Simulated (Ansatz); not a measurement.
The system is CuO.

```xyz
2
Lattice="2.5526 0.0000 0.0000 0.0000 2.5526 0.0000 0.0000 0.0000 2.5526" Properties=species:S:1:pos:R:3 pbc="T T T"
Cu    0.0000    0.0000    0.0000
O     1.2763    1.2763    1.2763
```

Measurements of this composition are mostly on another form, of space group No. 15.

```yaml
Program: Ansatz 0.2.0
Task: relaxation of cell and atoms
Functional: PBEsol
Potentials_or_basis: all-electron LAPW, scalar-relativistic
Basis_error_allowed: 0.002 eV/atom
k_mesh: 8 × 8 × 8
Occupations: fermi-dirac, width 0.05 eV
Spin: no spin polarisation
```

At the start: volume 8.32 Å³/atom.

How do energy, volume and symmetry change on relaxing?

Over 5 steps the energy falls by 10.5 meV/atom and the volume is 8.68 Å³/atom (+4.4 %); space group Pm-3m (No. 221, to 0.05 Å).

The path:
```csv
step,energy change (eV),largest force (eV/Å),volume (Å³)
1,0.0000,0.0000,16.63
2,-0.0150,0.0000,16.96
3,-0.0209,0.0000,17.33
4,-0.0209,0.0000,17.36
5,-0.0209,0.0000,17.36
```

Final structure:
```yaml
crystal:
  lattice:
    - [2.58924, 0.00000, 0.00000]
    - [0.00000, 2.58924, 0.00000]
    - [0.00000, 0.00000, 2.58924]
  atoms:
    - { symbol: Cu, position: [0.00000, 0.00000, 0.00000] }
    - { symbol: O, position: [0.50000, 0.50000, 0.50000] }
```

Caveat: the k mesh is thin for a metal, which can move the energy by tens of meV per atom; the run has no spin polarisation, though such a crystal can be magnetic.
